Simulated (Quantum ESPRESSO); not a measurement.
# PbS (Galena) (Fm-3m) in Quantum ESPRESSO: settings compared, part 2 of 3

Quantum ESPRESSO 7.5. The steps go on from the part before.

### Step 3. Dielectric tensor, WC

Input file pw.in:

```
&CONTROL
  calculation = 'scf'
  prefix = 'pwscf'
  outdir = './tmp'
  pseudo_dir = './pseudo'
  tprnfor = .true.
  tstress = .true.
  disk_io = 'low'
/
&SYSTEM
  ibrav = 0
  nat = 2
  ntyp = 2
  ecutwfc = 56
  nbnd = 16
  input_dft = 'wc'
  occupations = 'smearing'
  smearing = 'fd'
  degauss = 0.00367493
/
&ELECTRONS
  conv_thr = 4d-10
  electron_maxstep = 120
  mixing_beta = 0.5
/
ATOMIC_SPECIES
Pb   207.2000 Pb.upf
S     32.0600 S.upf
CELL_PARAMETERS angstrom
   0.0000000000    2.9657500000    2.9657500000
   2.9657500000    0.0000000000    2.9657500000
   2.9657500000    2.9657500000    0.0000000000
ATOMIC_POSITIONS angstrom
Pb     0.0000000000    0.0000000000    0.0000000000
S      2.9657500000    2.9657500000    2.9657500000
K_POINTS automatic
8 8 8 1 1 1
```

Input file gamma.in:

```
&CONTROL
  calculation = 'bands'
  prefix = 'pwscf'
  outdir = './tmp'
  pseudo_dir = './pseudo'
  disk_io = 'low'
  verbosity = 'high'
/
&SYSTEM
  ibrav = 0
  nat = 2
  ntyp = 2
  ecutwfc = 56
  nbnd = 16
  input_dft = 'wc'
  occupations = 'smearing'
  smearing = 'fd'
  degauss = 0.00367493
/
&ELECTRONS
  conv_thr = 1d-08
  electron_maxstep = 120
  mixing_beta = 0.5
  diago_full_acc = .true.
  startingwfc = 'random'
/
ATOMIC_SPECIES
Pb   207.2000 Pb.upf
S     32.0600 S.upf
CELL_PARAMETERS angstrom
   0.0000000000    2.9657500000    2.9657500000
   2.9657500000    0.0000000000    2.9657500000
   2.9657500000    2.9657500000    0.0000000000
ATOMIC_POSITIONS angstrom
Pb     0.0000000000    0.0000000000    0.0000000000
S      2.9657500000    2.9657500000    2.9657500000
K_POINTS crystal
1
0.0 0.0 0.0 1
```

Input file scf2.in:

```
&CONTROL
  calculation = 'scf'
  prefix = 'pwscf'
  outdir = './tmp'
  pseudo_dir = './pseudo'
  tprnfor = .true.
  tstress = .true.
  disk_io = 'low'
/
&SYSTEM
  ibrav = 0
  nat = 2
  ntyp = 2
  ecutwfc = 56
  nbnd = 16
  input_dft = 'wc'
  occupations = 'fixed'
/
&ELECTRONS
  conv_thr = 1d-13
  electron_maxstep = 120
  mixing_beta = 0.5
  startingpot = 'file'
/
ATOMIC_SPECIES
Pb   207.2000 Pb.upf
S     32.0600 S.upf
CELL_PARAMETERS angstrom
   0.0000000000    2.9657500000    2.9657500000
   2.9657500000    0.0000000000    2.9657500000
   2.9657500000    2.9657500000    0.0000000000
ATOMIC_POSITIONS angstrom
Pb     0.0000000000    0.0000000000    0.0000000000
S      2.9657500000    2.9657500000    2.9657500000
K_POINTS automatic
8 8 8 1 1 1
```

Input file ph.in:

```
dielectric of PbS
&INPUTPH
  prefix = 'pwscf'
  outdir = './tmp'
  tr2_ph = 1d-18
  fildyn = 'dyn'
  niter_ph = 90
  alpha_mix(1) = 0.7
  epsil = .true.
  trans = .false.
  zeu = .true.
/
0.0000000000 0.0000000000 0.0000000000
```

Potentials or basis: PseudoDojo 0.4.1 SR PBE standard.

Command:

```console
$ OMP_NUM_THREADS=1 pw.x -in pw.in > pw.out
$ OMP_NUM_THREADS=1 pw.x -in gamma.in > gamma.out
$ OMP_NUM_THREADS=1 pw.x -in scf2.in > scf2.out
$ OMP_NUM_THREADS=1 ph.x -in ph.in > ph.out
```

pw.out:

```text
This program is part of the open-source Quantum ESPRESSO suite
     for quantum simulation of materials; please cite
         "P. Giannozzi et al., J. Phys.:Condens. Matter 21 395502 (2009);
         "P. Giannozzi et al., J. Phys.:Condens. Matter 29 465901 (2017);
         "P. Giannozzi et al., J. Chem. Phys. 152 154105 (2020);
     in publications or presentations arising from this work. More details at

     IMPORTANT: XC functional enforced from input :
     Exchange-correlation= WC
                           (   1   4  11   4   0   0   0)
     Any further DFT definition will be discarded
     Please, verify this is what you really want

     Message from routine setup:
     using ibrav=0 with symmetry is DISCOURAGED, use correct ibrav instead

     G-vector sticks info
     --------------------
     sticks:   dense  smooth     PW     G-vecs:    dense   smooth      PW
     Sum         955     955    301                19891    19891    3479

     Using Slab Decomposition

     bravais-lattice index     =            0
     lattice parameter (alat)  =       7.9259  a.u.
     unit-cell volume          =     352.0710 (a.u.)^3
     number of atoms/cell      =            2
     number of atomic types    =            2
     number of electrons       =        20.00
     number of Kohn-Sham states=           16
     kinetic-energy cutoff     =      56.0000  Ry
     charge density cutoff     =     224.0000  Ry
[... 115 lines left out ...]
        k(   59) = (   0.3093592   0.3093592   0.3093592), wk =   0.0078125
        k(   60) = (  -0.3093592  -0.3093592   0.9280777), wk =   0.0234375

     Dense  grid:    19891 G-vectors     FFT dimensions: (  40,  40,  40)

     Initial potential from superposition of free atoms

     starting charge      19.9978, renormalised to      20.0000
     Starting wfcs are   13 randomized atomic wfcs +    3 random wfcs

     Self-consistent Calculation

     iteration #  1     ecut=    56.00 Ry     beta= 0.50
     Davidson diagonalization with overlap
     ethr =  1.00E-02,  avg # of iterations =  5.8

     Threshold (ethr) on eigenvalues was too large:
     Diagonalizing with lowered threshold

     Davidson diagonalization with overlap
     ethr =  5.28E-04,  avg # of iterations =  2.0

     total energy              =    -162.70024081 Ry
     estimated scf accuracy    <       0.10239727 Ry
[... 57 lines left out ...]
     iteration # 10     ecut=    56.00 Ry     beta= 0.50
     Davidson diagonalization with overlap
     ethr =  3.96E-12,  avg # of iterations =  2.0

     End of self-consistent calculation

          k = 0.0442 0.0442 0.0442 (  2505 PWs)   bands (ev):

    -8.1361  -8.1352  -8.1352  -8.1240  -8.1240  -5.0165   2.3624   6.4181
     6.4181   6.4997  13.2831  13.4601  13.4601  15.1801  15.2928  15.2928
[... 293 lines left out ...]
    -8.1705  -8.1502  -8.1289  -8.0948  -8.0879  -3.7061  -0.2029   5.8311
     6.5883   7.7574   9.5697  10.7900  11.6689  16.7308  18.1338  18.2380

     the Fermi energy is     8.6867 ev

!    total energy              =    -162.73117034 Ry
     estimated scf accuracy    <          5.3E-12 Ry
     smearing contrib. (-TS)   =      -0.00000050 Ry
     internal energy E=F+TS    =    -162.73116984 Ry

     The total energy is F=E-TS. E is the sum of the following terms:
     one-electron contribution =     -35.74258569 Ry
     hartree contribution      =      30.34811584 Ry
     xc contribution           =     -46.10705589 Ry
     ewald contribution        =    -111.22964409 Ry

     convergence has been achieved in  10 iterations

     Forces acting on atoms (cartesian axes, Ry/au):

     atom    1 type  1   force =     0.00000000    0.00000000   -0.00000000
     atom    2 type  2   force =    -0.00000000    0.00000000   -0.00000000

     Total force =     0.000000     Total SCF correction =     0.000000

     Computing stress (Cartesian axis) and pressure

          total   stress  (Ry/bohr**3)                   (kbar)     P=       -6.78
  -0.00004610   0.00000000  -0.00000000           -6.78        0.00       -0.00
   0.00000000  -0.00004610   0.00000000            0.00       -6.78        0.00
   0.00000000   0.00000000  -0.00004610            0.00        0.00       -6.78

=------------------------------------------------------------------------------=
   JOB DONE.
=------------------------------------------------------------------------------=
```

gamma.out:

```text
This program is part of the open-source Quantum ESPRESSO suite
     for quantum simulation of materials; please cite
         "P. Giannozzi et al., J. Phys.:Condens. Matter 21 395502 (2009);
         "P. Giannozzi et al., J. Phys.:Condens. Matter 29 465901 (2017);
         "P. Giannozzi et al., J. Chem. Phys. 152 154105 (2020);
     in publications or presentations arising from this work. More details at
[... 591 lines left out ...]

    -8.1363  -8.1363  -8.1363  -8.1234  -8.1234  -5.0506   2.4845   6.4078
     6.4078   6.4078  13.7039  13.7039  13.7039  15.1817  15.1817  15.1817

=------------------------------------------------------------------------------=
   JOB DONE.
=------------------------------------------------------------------------------=
```

Run time: 5.9 min. Hardware: 1 thread of Arm Neoverse V2, shared host; peak memory 0.08 GiB.

What came out:

```yaml
Free_energy: -2214.0704 eV
Pressure: -0.7 GPa
Electronic_dielectric_tensor_diagonal: 17.75
Born_charges_mean_of_the_diagonal: Pb +4.50; S -4.49 e
```

Electronic dielectric tensor:
```
17.75  0.00  0.00
 0.00 17.75  0.00
 0.00  0.00 17.75
```

Born effective charge tensors (e):
atom 1, Pb
```
4.50 0.00 0.00
0.00 4.50 0.00
0.00 0.00 4.50
```
atom 2, S
```
-4.49  0.00  0.00
 0.00 -4.49  0.00
 0.00  0.00 -4.49
```

Caveat: the potentials were made for another functional, which shifts forces and pressure.

[end of part 2 of 3]
